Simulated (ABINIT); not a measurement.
# AlRu (Pm-3m) in ABINIT: a series of runs

One crystal, AlRu, is run at these levels: PBE; tasks: equation of state.

Everything below comes from runs of ABINIT 10.8.3 (patched build). Logs are shortened: lines on timing, memory, paths and dates and some standing lists are left out, and cuts for length are marked. The log counts tension as positive stress, the text compression.

## Step 1: Starting point

The structure is cubic, space group Pm-3m (No. 221). The conventional cell has a = 2.992 Å, b = 2.992 Å, c = 2.992 Å, α = 90.00°, β = 90.00°, γ = 90.00°. Ru (site symmetry m-3m) has 8 Al at 2.59 Å as nearest neighbours. Around Al (site symmetry m-3m) lie 8 Ru at 2.59 Å.

## Step 2: Equation of state, PBE

run.abi reads:

```
# Datasets: one volume each
ndtset 7
getwfk -1
scalecart1 3*0.9795861087
scalecart2 3*0.9864848297
scalecart3 3*0.9932883884
scalecart4 3*1.0000000000
scalecart5 3*1.0066227096
scalecart6 3*1.0131594038
scalecart7 3*1.0196128224

# Pseudopotentials
pp_dirpath "./"
pseudos "Ru.upf, Al.upf"

# Structure
acell 3*1.0 Angstrom
rprim
     2.9916000000     0.0000000000     0.0000000000
     0.0000000000     2.9916000000     0.0000000000
     0.0000000000     0.0000000000     2.9916000000
ntypat 2
znucl 44 13
natom 2
typat 1 2
xred
     0.5000000000     0.5000000000     0.5000000000
     0.0000000000     0.0000000000     0.0000000000

# Plane-wave basis
ecut 42.0

# k points
kptopt 1
ngkpt 9 9 9
nshiftk 1
shiftk 0.0 0.0 0.0

# Exchange and correlation
ixc 11

# Bands and occupations
nband 14
occopt 3
tsmear 0.05 eV

# SCF cycle
nstep 100
tolvrs 1.0e-10

# Output
iomode 3
prtwf 1
prtden 0
prteig 0
prtebands 0
```

Potentials or basis: PseudoDojo NC SR PBE v0.5 standard.

Command:

```console
$ abinit run.abi > log 2>&1
```

run.abo:

```text
.Version 10.8.3 of ABINIT
 DATASET    1 : space group Pm -3 m (#221); Bravais cP (primitive cubic)
================================================================================
 Values of the parameters that define the memory need for DATASET  1.
     intxc =       0    ionmov =       0      iscf =       7    lmnmax =       6
     lnmax =       6     mgfft =      36  mpssoang =       3    mqgrid =    3001
     natom =       2  nloc_mem =       1    nspden =       1   nspinor =       1
    nsppol =       1      nsym =      48    n1xccc =    2501    ntypat =       2
    occopt =       3   xclevel =       2
       mpw =        2242          nfft =       46656          nkpt =          35
================================================================================
================================================================================
[... 61 lines left out ...]
 DATASET    7 : space group Pm -3 m (#221); Bravais cP (primitive cubic)
================================================================================
 Values of the parameters that define the memory need for DATASET  7.
     intxc =       0    ionmov =       0      iscf =       7    lmnmax =       6
     lnmax =       6     mgfft =      36  mpssoang =       3    mqgrid =    3001
     natom =       2  nloc_mem =       1    nspden =       1   nspinor =       1
    nsppol =       1      nsym =      48    n1xccc =    2501    ntypat =       2
    occopt =       3   xclevel =       2
       mpw =        2507          nfft =       46656          nkpt =          35
================================================================================
================================================================================

--------------------------------------------------------------------------------
------------- Echo of variables that govern the present computation ------------
--------------------------------------------------------------------------------
 -outvars: echo values of preprocessed input variables --------
            acell      1.8897261259E+00  1.8897261259E+00  1.8897261259E+00 Bohr
              amu      1.01070000E+02  2.69815390E+01
             ecut      4.20000000E+01 Hartree
           getwfk          -1
              ixc          11
           jdtset        1    2    3    4    5    6    7
         kptrlatt        9    0    0      0    9    0      0    0    9
          kptrlen1     4.98410886E+01
          kptrlen2     5.01920937E+01
          kptrlen3     5.05382570E+01
          kptrlen4     5.08797421E+01
          kptrlen5     5.12167039E+01
          kptrlen6     5.15492892E+01
          kptrlen7     5.18776375E+01
            natom           2
            nband          14
           ndtset           7
            ngfft          36      36      36
             nkpt          35
            nstep         100
             nsym          48
           ntypat           2
           occopt           3
           prtden           0
        prtebands           0
           prteig           0
            rprim1     2.9305298028E+00  0.0000000000E+00  0.0000000000E+00
                       0.0000000000E+00  2.9305298028E+00  0.0000000000E+00
                       0.0000000000E+00  0.0000000000E+00  2.9305298028E+00
            rprim2     2.9511680165E+00  0.0000000000E+00  0.0000000000E+00
                       0.0000000000E+00  2.9511680165E+00  0.0000000000E+00
                       0.0000000000E+00  0.0000000000E+00  2.9511680165E+00
            rprim3     2.9715215427E+00  0.0000000000E+00  0.0000000000E+00
                       0.0000000000E+00  2.9715215427E+00  0.0000000000E+00
                       0.0000000000E+00  0.0000000000E+00  2.9715215427E+00
            rprim4     2.9916000000E+00  0.0000000000E+00  0.0000000000E+00
                       0.0000000000E+00  2.9916000000E+00  0.0000000000E+00
                       0.0000000000E+00  0.0000000000E+00  2.9916000000E+00
            rprim5     3.0114124980E+00  0.0000000000E+00  0.0000000000E+00
                       0.0000000000E+00  3.0114124980E+00  0.0000000000E+00
                       0.0000000000E+00  0.0000000000E+00  3.0114124980E+00
            rprim6     3.0309676724E+00  0.0000000000E+00  0.0000000000E+00
                       0.0000000000E+00  3.0309676724E+00  0.0000000000E+00
                       0.0000000000E+00  0.0000000000E+00  3.0309676724E+00
            rprim7     3.0502737195E+00  0.0000000000E+00  0.0000000000E+00
                       0.0000000000E+00  3.0502737195E+00  0.0000000000E+00
                       0.0000000000E+00  0.0000000000E+00  3.0502737195E+00
          spgroup         221
           tolvrs      1.00000000E-10
           tsmear      1.83746611E-03 Hartree
            typat      1  2
           xangst1     1.4652649014E+00  1.4652649014E+00  1.4652649014E+00
                       0.0000000000E+00  0.0000000000E+00  0.0000000000E+00
           xangst2     1.4755840083E+00  1.4755840083E+00  1.4755840083E+00
                       0.0000000000E+00  0.0000000000E+00  0.0000000000E+00
           xangst3     1.4857607714E+00  1.4857607714E+00  1.4857607714E+00
                       0.0000000000E+00  0.0000000000E+00  0.0000000000E+00
           xangst4     1.4958000000E+00  1.4958000000E+00  1.4958000000E+00
                       0.0000000000E+00  0.0000000000E+00  0.0000000000E+00
           xangst5     1.5057062490E+00  1.5057062490E+00  1.5057062490E+00
                       0.0000000000E+00  0.0000000000E+00  0.0000000000E+00
           xangst6     1.5154838362E+00  1.5154838362E+00  1.5154838362E+00
                       0.0000000000E+00  0.0000000000E+00  0.0000000000E+00
           xangst7     1.5251368597E+00  1.5251368597E+00  1.5251368597E+00
                       0.0000000000E+00  0.0000000000E+00  0.0000000000E+00
            xcart1     2.7689493655E+00  2.7689493655E+00  2.7689493655E+00
                       0.0000000000E+00  0.0000000000E+00  0.0000000000E+00
            xcart2     2.7884496514E+00  2.7884496514E+00  2.7884496514E+00
                       0.0000000000E+00  0.0000000000E+00  0.0000000000E+00
            xcart3     2.8076809465E+00  2.8076809465E+00  2.8076809465E+00
                       0.0000000000E+00  0.0000000000E+00  0.0000000000E+00
            xcart4     2.8266523391E+00  2.8266523391E+00  2.8266523391E+00
                       0.0000000000E+00  0.0000000000E+00  0.0000000000E+00
            xcart5     2.8453724367E+00  2.8453724367E+00  2.8453724367E+00
                       0.0000000000E+00  0.0000000000E+00  0.0000000000E+00
            xcart6     2.8638493987E+00  2.8638493987E+00  2.8638493987E+00
                       0.0000000000E+00  0.0000000000E+00  0.0000000000E+00
            xcart7     2.8820909694E+00  2.8820909694E+00  2.8820909694E+00
                       0.0000000000E+00  0.0000000000E+00  0.0000000000E+00
             xred      5.0000000000E-01  5.0000000000E-01  5.0000000000E-01
                       0.0000000000E+00  0.0000000000E+00  0.0000000000E+00
            znucl       44.00000   13.00000

================================================================================

 chkinp: Checking input parameters for consistency, jdtset=   1.

 chkinp: Checking input parameters for consistency, jdtset=   2.
[... 33 lines left out ...]
 getcut: wavevector=  0.0000  0.0000  0.0000  ngfft=  36  36  36
         ecut(hartree)=     42.000   => boxcut(ratio)=   2.22827

 getcut : COMMENT -
  Note that boxcut > 2.2 ; recall that boxcut=Gcut(box)/Gcut(sphere) = 2
  is sufficient for exact treatment of convolution.
  Such a large boxcut is a waste : you could raise ecut
  e.g. ecut=   52.134443 Hartrees makes boxcut=2

--- Pseudopotential description ------------------------------------------------
- pspini: atom type   1  psp file is ./Ru.upf
12 -101130 2 -1 1584                          pspcod,pspxc,lmax,lloc,mmax
     nproj     2     2     2

- pspini: atom type   2  psp file is ./Al.upf
12 -101130 2 -1 1876                          pspcod,pspxc,lmax,lloc,mmax
     nproj     2     2     2

   4.59815221E+02                                ecore*ucvol(ha*bohr**3)
--------------------------------------------------------------------------------

================================================================================

--- !BeginCycle
iteration_state: {dtset: 1, }
solver: {iscf: 7, nstep: 100, nline: 4, wfoptalg: 0, }
tolerances: {tolvrs: 1.00E-10, }
...
[... 140 lines left out ...]
 getcut: wavevector=  0.0000  0.0000  0.0000  ngfft=  36  36  36
         ecut(hartree)=     42.000   => boxcut(ratio)=   2.21269

 getcut : COMMENT -
  Note that boxcut > 2.2 ; recall that boxcut=Gcut(box)/Gcut(sphere) = 2
  is sufficient for exact treatment of convolution.
  Such a large boxcut is a waste : you could raise ecut
  e.g. ecut=   51.407816 Hartrees makes boxcut=2

--------------------------------------------------------------------------------

-inwffil : will read wavefunctions from disk file runo_DS1_WFK.nc

================================================================================
[... 876 lines left out ...]
-Cartesian components of stress tensor (GPa)         [Pressure= -8.5853E+00 GPa]
- sigma(1 1)=  8.58527214E+00  sigma(3 2)=  0.00000000E+00
- sigma(2 2)=  8.58527214E+00  sigma(3 1)=  0.00000000E+00
- sigma(3 3)=  8.58527214E+00  sigma(2 1)=  0.00000000E+00

== END DATASET(S) ==============================================================
================================================================================

 -outvars: echo values of variables after computation  --------
            acell      1.8897261259E+00  1.8897261259E+00  1.8897261259E+00 Bohr
           etotal1    -1.0344295516E+02
           etotal2    -1.0344477840E+02
           etotal3    -1.0344594623E+02
           etotal4    -1.0344652519E+02
           etotal5    -1.0344657520E+02
           etotal6    -1.0344615019E+02
           etotal7    -1.0344529805E+02
            fcart1    -0.0000000000E+00 -0.0000000000E+00 -0.0000000000E+00
                      -0.0000000000E+00 -0.0000000000E+00 -0.0000000000E+00
            fcart2    -0.0000000000E+00 -0.0000000000E+00 -0.0000000000E+00
                      -0.0000000000E+00 -0.0000000000E+00 -0.0000000000E+00
            fcart3    -0.0000000000E+00 -0.0000000000E+00 -0.0000000000E+00
                      -0.0000000000E+00 -0.0000000000E+00 -0.0000000000E+00
            fcart4    -0.0000000000E+00 -0.0000000000E+00 -0.0000000000E+00
                      -0.0000000000E+00 -0.0000000000E+00 -0.0000000000E+00
            fcart5    -0.0000000000E+00 -0.0000000000E+00 -0.0000000000E+00
                      -0.0000000000E+00 -0.0000000000E+00 -0.0000000000E+00
[... 38 lines left out ...]
                       0.0000000000E+00  0.0000000000E+00  0.0000000000E+00
           xangst1     1.4652649014E+00  1.4652649014E+00  1.4652649014E+00
                       0.0000000000E+00  0.0000000000E+00  0.0000000000E+00
           xangst2     1.4755840083E+00  1.4755840083E+00  1.4755840083E+00
                       0.0000000000E+00  0.0000000000E+00  0.0000000000E+00
           xangst3     1.4857607714E+00  1.4857607714E+00  1.4857607714E+00
                       0.0000000000E+00  0.0000000000E+00  0.0000000000E+00
           xangst4     1.4958000000E+00  1.4958000000E+00  1.4958000000E+00
                       0.0000000000E+00  0.0000000000E+00  0.0000000000E+00
           xangst5     1.5057062490E+00  1.5057062490E+00  1.5057062490E+00
                       0.0000000000E+00  0.0000000000E+00  0.0000000000E+00
           xangst6     1.5154838362E+00  1.5154838362E+00  1.5154838362E+00
                       0.0000000000E+00  0.0000000000E+00  0.0000000000E+00
           xangst7     1.5251368597E+00  1.5251368597E+00  1.5251368597E+00
                       0.0000000000E+00  0.0000000000E+00  0.0000000000E+00
             xred      5.0000000000E-01  5.0000000000E-01  5.0000000000E-01
                       0.0000000000E+00  0.0000000000E+00  0.0000000000E+00
 Calculation completed.
```

It took 3.4 min on 1 thread of Arm Neoverse V1, shared host; peak memory 0.11 GiB.

What came out:

| Property | Result |
| --- | --- |
| Equilibrium volume | 13.55 Å³/atom |
| Bulk modulus | 204 GPa |
| Pressure derivative of the bulk modulus | 4.4 |

Energy against volume, from the lowest point:
| volume (Å³/atom) | energy (meV/atom) |
| --- | --- |
| 12.584 | 49.25 |
| 12.851 | 24.45 |
| 13.119 | 8.56 |
| 13.387 | 0.68 |
| 13.655 | 0.00 |
| 13.922 | 5.78 |
| 14.190 | 17.38 |

Caveat: pressures at fixed basis lie under the slope of the energies.

## Step 3: Equation of state, PBE

run.abi is that of step 2.

Potentials or basis: PseudoDojo NC SR PBE v0.5 stringent.

Command:

```console
$ abinit run.abi > log 2>&1
```

Wall time 3.5 min (1 thread of Arm Neoverse V1, shared host); peak memory 0.11 GiB.

Results (log left out):

```
Equilibrium volume                      : 13.55 Å³/atom
Bulk modulus                            : 204 GPa
Pressure derivative of the bulk modulus : 4.4
```

Energy against volume, from the lowest point:
| volume (Å³/atom) | energy (meV/atom) |
| --- | --- |
| 12.584 | 49.25 |
| 12.851 | 24.45 |
| 13.119 | 8.56 |
| 13.387 | 0.68 |
| 13.655 | 0.00 |
| 13.922 | 5.78 |
| 14.190 | 17.38 |

Caveat: pressures at fixed basis lie under the slope of the energies.

## Step 4: Equation of state, PBE

run.abi, as its differences from that of step 3:

```diff
@@ -13,3 +13,3 @@
 pp_dirpath "./"
-pseudos "Ru.upf, Al.upf"
+pseudos "Ru_ONCV_PBE-1.2.upf, Al_ONCV_PBE-1.2.upf"
 
@@ -30,3 +30,3 @@
 # Plane-wave basis
-ecut 42.0
+ecut 35.0
 
@@ -42,3 +42,3 @@
 # Bands and occupations
-nband 14
+nband 18
 occopt 3
```

Potentials or basis: SG15 NC PBE v1.2.

Command:

```console
$ abinit run.abi > log 2>&1
```

It took 2.8 min on 1 thread of Arm Neoverse V1, shared host; peak memory 0.11 GiB.

It converged, with:

```yaml
Equilibrium_volume: 13.54 Å³/atom
Bulk_modulus: 204 GPa
Pressure_derivative_of_the_bulk_modulus: 4.4
```

Energy against volume, from the lowest point:
```
volume (Å³/atom)  energy (meV/atom)
          12.584              48.21
          12.851              23.71
          13.119               8.10
          13.387               0.46
          13.655               0.00
          13.922               5.99
          14.190              17.77
```

Caveat: pressures at fixed basis lie under the slope of the energies.

## Step 5: Overview

```csv
potentials or basis,cutoff (eV),V0 of scaled cells (Å³/atom),B0 (GPa)
PseudoDojo NC SR PBE v0.5 standard,1143,13.55,204
PseudoDojo NC SR PBE v0.5 stringent,1143,13.55,204
SG15 NC PBE v1.2,952,13.54,204
```

Alike in all rows: task equation of state; level PBE; no spin polarisation; cell as given; k mesh 9 × 9 × 9; smearing fermi-dirac 0.05 eV.

Caveats: pressures at fixed basis lie under the slope of the energies.

Total energies depend on the potentials used, so only differences within one code and one set of settings carry meaning.
